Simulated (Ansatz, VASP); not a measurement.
# Two plane-wave programs on KBr

The input INCAR:

```
PREC = Accurate
ENCUT = 520
EDIFF = 1E-6
ISMEAR = 0
SIGMA = 0.02
LREAL = F
LASPH = T
NELM = 100
ALGO = Normal
ISIF = 2
LWAVE = F
LCHARG = T
GGA = PE
LELF = T
LVHAR = T
NBANDS = 15
```

KPOINTS

```
Automatic mesh
0
Gamma
  6 6 6
```

The input POSCAR:

```
KBr
1.0
    4.1214011602      0.0000000000      0.0000000000
    0.0000000000      4.1214011602      0.0000000000
    0.0000000000      0.0000000000      4.1214011602
K Br
1 1
Direct
    0.0000000000      0.0000000000      0.0000000000
    0.5000000000      0.5000000000      0.5000000000
```

Input for Ansatz:

```yaml
crystal:
  lattice:
    - [4.1214011602, 0.0, 0.0]
    - [0.0, 4.1214011602, 0.0]
    - [0.0, 0.0, 4.1214011602]
  atoms:
    - { symbol: K, position: [0.0, 0.0, 0.0] }
    - { symbol: Br, position: [0.5, 0.5, 0.5] }
basis:
  ecutwfc: 420
kpoints:
  mp_grid: { grid: [6, 6, 6] }
hamiltonian:
  xc: pbe
scf:
  occupations: { method: gaussian, width: 0.02 }
output:
  forces: true
  stress: true
  eigenvalues: true
  populations: true
```

Alike in both runs: task single point; functional PBE; k mesh 6 × 6 × 6; occupations gaussian, width 0.02 eV; no spin polarisation.

|  | VASP | Ansatz |
| --- | --- | --- |
| version | VASP 6.6.1 | Ansatz 0.2.0 |
| potentials or method | VASP PAW PBE potentials, release 64 (K_sv, Br) | scalar-relativistic, plane waves, PAW |
| plane-wave cutoff (eV) | 520 | 420 |
| valence electrons in the cell | 16 | 16 |

|  | VASP | Ansatz | Ansatz less VASP |
| --- | --- | --- | --- |
| gap on the k mesh at the Fermi level (eV) | 3.70 | 3.70 | +0.002 |
| least direct gap on the mesh (eV) | 3.94 | 3.94 | +0.002 |
| pressure (GPa) | -0.8 | -0.8 | +0.02 |

The functional is the same, so the differences come from potentials, cutoffs and numerics.

A k mesh can miss the band edges.
